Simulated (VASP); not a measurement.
A run of VASP 6.6.1 is set up as follows.

File INCAR:

```
SYSTEM = KCl
PREC = Accurate
ENCUT = 600
EDIFF = 1E-7
ISMEAR = 0
SIGMA = 0.03
LREAL = .False.
LASPH = .True.
NELM = 80
ALGO = Normal
ISIF = 2
LWAVE = .False.
LCHARG = .False.
GGA = PS
IBRION = 2
NSW = 40
EDIFFG = -0.01
```

Contents of KPOINTS:

```
Automatic mesh
0
Gamma
  8 8 8
  0 0 0
```

The input POSCAR:

```
KCl                                     
1.0
    0.0000000000      3.1477052071      3.1477052071
    3.1477052071      0.0000000000      3.1477052071
    3.1477052071      3.1477052071      0.0000000000
  K               Cl            
     1     1
Direct
     0.0000000000000000    0.0000000000000000    0.0000000000000000
     0.5000000000000000    0.5000000000000000    0.5000000000000000
```

Potentials or basis: VASP PAW PBE potentials, release 64 (K_sv, Cl).

Run with:

```sh
$ cat potpaw_PBE.64/K_sv/POTCAR potpaw_PBE.64/Cl/POTCAR > POTCAR
$ mpirun -np 1 vasp_std > vasp.out
```

Question: Estimate the band gap on the k mesh.

Answer: 5.02 eV, direct.

Final structure:
```
CELL_PARAMETERS angstrom
0.00000 3.14771 3.14771
3.14771 0.00000 3.14771
3.14771 3.14771 0.00000
ATOMIC_POSITIONS crystal
K 0.00000 0.00000 0.00000
Cl 0.50000 0.50000 0.50000
```

Caveat: the relaxation stopped at its first step, so nothing moved. A k mesh can miss the band edges.
